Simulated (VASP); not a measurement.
# Sn: convergence, self-consistent run

Sn, I4/mmm (no. 139), 1 atom in the cell. PBE; PAW potentials Sn_d (PBE set). VASP 6.6.1.

Wanted: energy within 10 meV/atom.

What the run is for: energy; Accuracy asked: screening.

POSCAR:
```
Sn
1.0
   -2.0291894110      2.0291894110      1.6856713894
    2.0291894110     -2.0291894110      1.6856713894
    2.0291894110      2.0291894110     -1.6856713894
Sn
1
Direct
    0.0000000000      0.0000000000      0.0000000000
```

The series start from Plane-wave cutoff (eV): 310; Smearing width (eV): 0.1; k-point mesh: 14 × 14 × 14; Precision mode (PREC): Accurate; Electronic threshold (eV): 1e-6; Bands in all (NBANDS): 16; Aspherical gradient terms in the spheres (LASPH): yes; Electronic algorithm: ALGO=Normal; Density mixing: defaults; Use of symmetry (ISYM): defaults. Each series keeps the choices made before it, and each single choice may use up half of a tolerance.

## Plane-wave cutoff (eV)

| Plane-wave cutoff (eV) | Energy less reference (meV/atom) | SCF iterations | Time (s) |
|---|---|---|---|
| 190 | 188 | 9 | 5.1 |
| 240 | 2 | 10 | 12 |
| 280 | 0 | 9 | 11 |
| 310 | 0 | 11 | 16 |
| 360 | 1 | 11 | 17 |
| 420 | 0 | 11 | 18 |
| 500 | 0 | 11 | 23 |
| 620 (reference) | 0 | 11 | 54 |

Chosen: 240, the loosest value from which every tighter one stays within half of the tolerance.

## Smearing width (eV)

| Smearing width (eV) | Energy less reference (meV/atom) | SCF iterations | Time (s) |
|---|---|---|---|
| 0.4 | 0 | 10 | 15 |
| 0.3 | 0 | 10 | 14 |
| 0.2 | 0 | 10 | 14 |
| 0.15 | 0 | 10 | 14 |
| 0.1 | 0 | 10 | 12 |
| 0.05 (reference) | 0 | 10 | 14 |

Chosen: 0.4.

## k-point mesh

| k-point mesh | Energy less reference (meV/atom) | SCF iterations | Time (s) |
|---|---|---|---|
| 5 × 5 × 5 | 149 | 9 | 1.7 |
| 6 × 6 × 6 | 52 | 9 | 2.2 |
| 7 × 7 × 7 | -18 | 9 | 2.6 |
| 9 × 9 × 9 | -9 | 9 | 4.1 |
| 12 × 12 × 12 | 4 | 10 | 8.7 |
| 14 × 14 × 14 | -4 | 10 | 15 |
| 17 × 17 × 17 | 2 | 10 | 19 |
| 20 × 20 × 20 (reference) | 0 | 10 | 29 |

Chosen: 12 × 12 × 12.

## Precision mode (PREC)

| Precision mode (PREC) | Energy less reference (meV/atom) | SCF iterations | Time (s) |
|---|---|---|---|
| Low | 0 | 10 | 3.8 |
| SingleN | -17 | 10 | 3.7 |
| Normal | 0 | 10 | 3.8 |
| Accurate (reference) | 0 | 10 | 8.7 |

Chosen: Normal.

## Electronic threshold (eV)

| Electronic threshold (eV) | Energy less reference (meV/atom) | SCF iterations | Time (s) |
|---|---|---|---|
| 0.001 | 0 | 8 | 3.1 |
| 0.0001 | 0 | 9 | 3.3 |
| 1e-5 | 0 | 9 | 3.4 |
| 1e-6 | 0 | 10 | 3.8 |
| 1e-7 | 0 | 11 | 4.2 |
| 1e-8 (reference) | 0 | 13 | 4.7 |

Chosen: 0.001.

## Bands in all (NBANDS)

| Bands in all (NBANDS) | Energy less reference (meV/atom) | SCF iterations | Time (s) |
|---|---|---|---|
| 8 | 3 | 8 | 1.8 |
| 9 | 0 | 8 | 1.9 |
| 11 | 0 | 8 | 2.2 |
| 13 | 0 | 8 | 2.5 |
| 16 | 0 | 8 | 3.1 |
| 25 (reference) | 0 | 8 | 4.5 |

Chosen: 8.

## Aspherical gradient terms in the spheres (LASPH)

| Aspherical gradient terms in the spheres (LASPH) | Energy less reference (meV/atom) | SCF iterations | Time (s) |
|---|---|---|---|
| yes | 0 | 8 | 1.8 |
| no | 0 | 8 | 1.5 |

Chosen: yes; no other choice that stays within half of the tolerance saves 30 % of the time.

## Electronic algorithm

| Electronic algorithm | Energy less reference (meV/atom) | SCF iterations | Time (s) |
|---|---|---|---|
| ALGO=Normal | 0 | 8 | 1.8 |
| ALGO=Fast | 0 | 8 | 1.9 |
| ALGO=VeryFast | 26 | 15 | 2.3 |
| ALGO=All ISEARCH=1 | 0 | 8 | 2.0 |
| ALGO=All ISEARCH=0 | 0 | 8 | 2.0 |
| ALGO=Damped TIME=0.4 | 3 | 15 | 2.9 |
| ALGO=Damped TIME=0.1 | 5 | 20 | 3.5 |

Chosen: ALGO=Normal.

## Density mixing

| Density mixing | Energy less reference (meV/atom) | SCF iterations | Time (s) |
|---|---|---|---|
| defaults | 0 | 8 | 1.8 |
| MAXMIX=-10 | 0 | 8 | 1.8 |
| AMIX=0.4 IMIX=1 | 0 | 8 | 1.7 |
| BMIX=0.5 | 0 | 8 | 1.8 |
| AMIX=0.2 | 0 | 8 | 1.7 |
| MIXPRE=2 | 0 | 8 | 1.8 |
| BMIX=2.0 | 0 | 8 | 1.8 |

Chosen: defaults.

## Use of symmetry (ISYM)

| Use of symmetry (ISYM) | Energy less reference (meV/atom) | SCF iterations | Time (s) |
|---|---|---|---|
| defaults | 0 | 8 | 1.8 |
| ISYM=1 | 0 | 8 | 1.8 |
| ISYM=0 | 0 | 8 | 6.1 |
| ISYM=-1 | 0 | 8 | 11 |

Chosen: defaults.

## All choices together

| Input | Energy less reference (meV/atom) | Time (s) |
|---|---|---|
| the program's defaults (naive) | 156 | 0.8 |
| chosen settings | 8 | 1.8 |
| reference settings throughout | 0 | 181 |

The tolerance is met.

## The input

INCAR:
```
ALGO = Normal
EDIFF = 0.001
ENCUT = 240
GGA = PE
GGA_COMPAT = False
ISIF = 2
ISMEAR = 1
LASPH = True
LCHARG = False
LREAL = False
LWAVE = False
NBANDS = 8
NELM = 120
PREC = Normal
SIGMA = 0.4
```

KPOINTS:
```
Automatic mesh
0
Gamma
  12 12 12
  0 0 0
```

Commands:
```
cat potpaw_PBE.64/Sn_d/POTCAR > POTCAR
mpirun -np 1 vasp_std > vasp.out
```

The chosen input took VASP 6.6.1 1.8 s on 1 core (Intel Xeon 6975P-C (Granite Rapids)), a shared host.

## An input that fails: mixing far too strong

VASP's message: ERROR FEXCP: supplied Exchange-correletion table is too small, maximal index : 4181.

Changes against the starting input:
```
- NELM = 120
+ NELM = 100
+ IMIX = 1
+ AMIX = 2.0
+ BMIX = 0.0001
```
